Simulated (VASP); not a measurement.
# KMgF₃: convergence, vacuum levels of a slab or layer

KMgF₃, slab, 15 atoms in the cell. PBEsol; PAW potentials K_sv, Mg, F (PBE set). VASP 6.6.1.

Wanted: face levels within 0.04 eV; energy within 2 meV/atom; forces within 0.02 eV/Å.

Crystal: KMgF3, Pm-3m; Face: (1 1 1); Atomic planes: 6; Dipole correction: yes.

Face levels: vacuum level at each face, counted from the Fermi level.

POSCAR of the starting run:
```
KMgF3
1.0
    5.6332894326      0.0000000000      0.0000000000
   -2.8166447162      4.8785717555      0.0000000000
    0.0000000000      0.0000000000     20.7494519520
K Mg F
3 3 9
Direct
    0.1666666667      0.5833333333      0.3614553299
    0.8333333333      0.9166666667      0.4722910659
    0.5000000000      0.2500000000      0.5831268021
    0.5000000000      0.2500000000      0.4168731979
    0.1666666667      0.5833333333      0.5277089341
    0.8333333333      0.9166666667      0.6385446701
    0.6666666667      0.5833333333      0.3614553299
    0.6666666667      0.0833333333      0.3614553299
    0.1666666667      0.0833333333      0.3614553299
    0.3333333333      0.9166666667      0.4722910659
    0.3333333333      0.4166666667      0.4722910659
    0.8333333333      0.4166666667      0.4722910659
    0.0000000000      0.2500000000      0.5831268021
    0.0000000000      0.7500000000      0.5831268021
    0.5000000000      0.7500000000      0.5831268021
```

The series start from vacuum (Å): 15; correction: LDIPOL, IDIPOL 3, DIPOL, AMIN 0.01; k spacing (1/Å): 0.3; Cutoff ENCUT (eV): 525; SCF threshold EDIFF (eV): 1e-6; PREC: Accurate; LREAL: .FALSE.; ALGO: Normal. Each series keeps the choices made before it, and each single choice may use up half of a tolerance.

## Vacuum (Å)

| Vacuum (Å) | Face levels, largest deviation (eV) | Energy less reference (meV/atom) | Forces, largest deviation (eV/Å) | SCF iterations | Time (s) |
|---|---|---|---|---|---|
| 6 | 0.509 | 3.6 | 0.053 | 27 | 60 |
| 8 | 0.132 | 0.5 | 0.006 | 26 | 64 |
| 10 | 0.031 | 0.0 | 0.002 | 27 | 82 |
| 12 | 0.018 | -0.1 | 0.001 | 30 | 101 |
| 15 | 0.001 | -0.1 | 0.001 | 33 | 140 |
| 20 | 0.001 | 0.0 | 0.000 | 39 | 198 |
| 25 (reference) | 0.000 | 0.0 | 0.000 | 43 | 334 |

Chosen: 12, the loosest value from which every tighter one stays within half of the tolerance.

## Correction

| Correction | Face levels, largest deviation (eV) | Energy less reference (meV/atom) | Forces, largest deviation (eV/Å) | SCF iterations | Time (s) |
|---|---|---|---|---|---|
| LDIPOL, IDIPOL 3, DIPOL, AMIN 0.01 | 0.000 | 0.0 | 0.000 | 30 | 101 |
| LDIPOL, default AMIN | 0.000 | 0.0 | 0.000 | 25 | 111 |
| LDIPOL, no DIPOL | no result | no result | no result | 150 | 582 |
| IDIPOL 3 alone (energy only) | 2.451 | 11.5 | 0.170 | 27 | 92 |
| kernel truncation, coarsened | 0.040 | 0.1 | 0.000 | 25 | 122 |
| kernel truncation, full padding | 0.020 | 0.1 | 0.000 | 25 | 124 |

Chosen: LDIPOL, IDIPOL 3, DIPOL, AMIN 0.01; no other choice that stays within half of the tolerance saves 30 % of the time.

## k spacing (1/Å)

| k spacing (1/Å) | Face levels, largest deviation (eV) | Energy less reference (meV/atom) | Forces, largest deviation (eV/Å) | SCF iterations | Time (s) |
|---|---|---|---|---|---|
| 0.6 | 0.071 | 2.3 | 0.022 | 30 | 50 |
| 0.45 | 0.071 | 2.3 | 0.022 | 30 | 46 |
| 0.3 | 0.048 | -0.1 | 0.014 | 30 | 101 |
| 0.22 | 0.003 | 0.3 | 0.004 | 30 | 123 |
| 0.16 | 0.004 | 0.0 | 0.002 | 30 | 183 |
| 0.12 (reference) | 0.000 | 0.0 | 0.000 | 30 | 217 |

Chosen: 0.22.

## Cutoff ENCUT (eV)

| Cutoff ENCUT (eV) | Face levels, largest deviation (eV) | Energy less reference (meV/atom) | Forces, largest deviation (eV/Å) | SCF iterations | Time (s) |
|---|---|---|---|---|---|
| 320 | 0.126 | -47.6 | 0.058 | 29 | 69 |
| 400 | 0.030 | -6.2 | 0.014 | 30 | 107 |
| 460 | 0.001 | 0.9 | 0.003 | 30 | 124 |
| 525 | 0.005 | 2.4 | 0.007 | 30 | 123 |
| 600 | 0.003 | 1.2 | 0.005 | 29 | 160 |
| 725 (reference) | 0.000 | 0.0 | 0.000 | 30 | 218 |

Chosen: 725; the next looser run is off by more than half of the tolerance, so convergence isn't shown beyond this value.

## SCF threshold EDIFF (eV)

| SCF threshold EDIFF (eV) | Face levels, largest deviation (eV) | Energy less reference (meV/atom) | Forces, largest deviation (eV/Å) | SCF iterations | Time (s) |
|---|---|---|---|---|---|
| 0.001 | 0.189 | 0.0 | 0.080 | 20 | 159 |
| 0.0001 | 0.012 | 0.0 | 0.004 | 26 | 205 |
| 1e-5 | 0.014 | 0.0 | 0.001 | 27 | 210 |
| 1e-6 | 0.000 | 0.0 | 0.001 | 30 | 218 |
| 1e-7 (reference) | 0.000 | 0.0 | 0.000 | 31 | 216 |

Chosen: 0.0001.

## PREC

| PREC | Face levels, largest deviation (eV) | Energy less reference (meV/atom) | Forces, largest deviation (eV/Å) | SCF iterations | Time (s) |
|---|---|---|---|---|---|
| Accurate | 0.000 | 0.0 | 0.000 | 26 | 205 |
| Normal | 0.001 | 0.0 | 0.001 | 26 | 128 |

Chosen: Normal, the fastest of those that stay within half of the tolerance.

## LREAL

| LREAL | Face levels, largest deviation (eV) | Energy less reference (meV/atom) | Forces, largest deviation (eV/Å) | SCF iterations | Time (s) |
|---|---|---|---|---|---|
| .FALSE. | 0.000 | 0.0 | 0.000 | 26 | 128 |
| Auto | 0.000 | 0.4 | 0.019 | 26 | 97 |

Chosen: .FALSE..

## ALGO

| ALGO | Face levels, largest deviation (eV) | Energy less reference (meV/atom) | Forces, largest deviation (eV/Å) | SCF iterations | Time (s) |
|---|---|---|---|---|---|
| Normal | 0.000 | 0.0 | 0.000 | 26 | 128 |
| Fast | 0.053 | 0.0 | 0.045 | 22 | 112 |
| All | 0.044 | 0.0 | 0.032 | 36 | 161 |

Chosen: Normal.

## All choices together

| Input | Face levels, largest deviation (eV) | Energy less reference (meV/atom) | Forces, largest deviation (eV/Å) | Time (s) |
|---|---|---|---|---|
| starting input without the dipole correction (naive) | 2.388 | -8.3 | 0.126 | 123 |
| chosen settings | 0.028 | 0.2 | 0.004 | 128 |
| reference settings throughout | 0.000 | 0.0 | 0.000 | 1306 |

The chosen settings stay within the tolerance of the reference run, but the reference itself isn't shown to be converged in: Cutoff ENCUT (eV).

Values of the reference run: Face levels: 3.428, 8.369 eV.

## The input

INCAR:
```
SYSTEM = KMgF3
PREC = Normal ; ENCUT = 725
EDIFF = 1E-4 ; ISMEAR = 0
SIGMA = 0.1 ; LREAL = .False.
LASPH = .True. ; ALGO = Normal
NELM = 150 ; LWAVE = .False.
LCHARG = .False. ; GGA = PS
KPAR = 4 ; LVHAR = .True.
LVACPOTAV = .True. ; LDIPOL = .True.
IDIPOL = 3 ; DIPOL = 0.5 0.5 0.5
AMIN = 0.01
```

KPOINTS:
```
Automatic mesh
0
Gamma
  6 6 1
  0 0 0
```

POSCAR:
```
KMgF3
1.0
    5.6332894326      0.0000000000      0.0000000000
   -2.8166447162      4.8785717555      0.0000000000
    0.0000000000      0.0000000000     17.7494519520
K Mg F
3 3 9
Direct
    0.1666666667      0.5833333333      0.3380386063
    0.8333333333      0.9166666667      0.4676077212
    0.5000000000      0.2500000000      0.5971768363
    0.5000000000      0.2500000000      0.4028231637
    0.1666666667      0.5833333333      0.5323922788
    0.8333333333      0.9166666667      0.6619613937
    0.6666666667      0.5833333333      0.3380386063
    0.6666666667      0.0833333333      0.3380386063
    0.1666666667      0.0833333333      0.3380386063
    0.3333333333      0.9166666667      0.4676077212
    0.3333333333      0.4166666667      0.4676077212
    0.8333333333      0.4166666667      0.4676077212
    0.0000000000      0.2500000000      0.5971768363
    0.0000000000      0.7500000000      0.5971768363
    0.5000000000      0.7500000000      0.5971768363
```

Commands:
```
cat potpaw_PBE.64/K_sv/POTCAR potpaw_PBE.64/Mg/POTCAR potpaw_PBE.64/F/POTCAR > POTCAR
mpirun -np 4 vasp_std > vasp.out
```

Limits: At EDIFF = 0.0001 other algorithms or programs end up to 2.2 times the tolerance apart, so this threshold passes by luck, and a tighter one is safer.

The chosen input took VASP 6.6.1 128 s on 4 cores (Intel Xeon 6975P-C (Granite Rapids)), a shared host.

## An input that fails: vacuum far too thin for the dipole correction (3 A)

It runs to its end, but against the unchanged starting input it is off by 3.145 eV in the face levels, 39.0 meV/atom in the energy, 0.730 eV/Å in the forces.

Vacuum (Å): 15 becomes 3.
